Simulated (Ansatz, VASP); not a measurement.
BN: VASP beside Ansatz

```
CELL_PARAMETERS angstrom
2.50164 0.00000 0.00000
-1.25082 2.16648 0.00000
0.00000 0.00000 7.36932
ATOMIC_POSITIONS crystal
B 0.66667 0.33333 0.75000
B 0.33333 0.66667 0.25000
N 0.00000 0.00000 0.75000
N 0.00000 0.00000 0.25000
```

Alike in both runs: functional PBE; k mesh 14 × 14 × 4; occupations fermi-dirac, width 0.02 eV; no spin polarisation.

Ansatz relaxed the structure, and its values are those at the end. VASP's run is a single point on that final structure, the one shown.

|  | VASP | Ansatz |
| --- | --- | --- |
| version | VASP 6.6.1 | Ansatz 0.2.0 |
| potentials or method | VASP PAW PBE potentials, release 64 (B, N) | plane-wave PAW, scalar-relativistic |
| plane-wave cutoff (eV) | 520 | 420 |
| valence electrons in the cell | 16 | 16 |

```csv
,VASP,Ansatz,Ansatz less VASP
gap on the k mesh at the Fermi level (eV),3.90,3.91,+0.008
pressure (GPa),3.2,3.1,-0.06
```

Ansatz warned: «stress_scf_threshold_loose».

Caveats: this functional lacks dispersion, which binds the layers, so the pressure and a relaxed spacing across them are unreliable. A k mesh can miss the band edges.
